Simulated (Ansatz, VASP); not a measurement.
# Two plane-wave programs on InSb3

```
CELL_PARAMETERS angstrom
0.00000 3.74327 3.74327
3.74327 0.00000 3.74327
3.74327 3.74327 0.00000
ATOMIC_POSITIONS crystal
Sb 0.50000 0.50000 0.50000
Sb 0.75000 0.75000 0.75000
Sb 0.25000 0.25000 0.25000
In 0.00000 0.00000 0.00000
```

The cell comes from a database or a generator and needn't be the stable form of this composition.

Alike in both runs: task single point; functional PBEsol; k mesh 6 × 6 × 6; occupations fermi-dirac, width 0.05 eV; no spin polarisation.

|  | VASP | Ansatz |
| --- | --- | --- |
| version | VASP 6.6.1 | Ansatz 0.2.0 |
| potentials or method | VASP PAW PBE potentials, release 64 (Sb, In_d) | Ansatz PAW |
| plane-wave cutoff (eV) | 520 | 420 |
| valence electrons in the cell | 28 | 58 |

|  | VASP | Ansatz | Ansatz less VASP |
| --- | --- | --- | --- |
| gap on the k mesh at the Fermi level (eV) | none | none | - |
| pressure (GPa) | -1.1 | -1.1 | +0.02 |

A gap of «none» marks a metal or a gap that the smearing closes. The two sets of potentials don't hold the same shells in valence.

Caveats: the PAW data sets were made with another functional, which shifts forces and pressure a little (VASP); the PAW data sets come from PBE, with cores solved anew for the run's functional, which leaves a small shift of forces and pressure (Ansatz). The runs have no spin-orbit coupling, so splittings on Sb are missing.
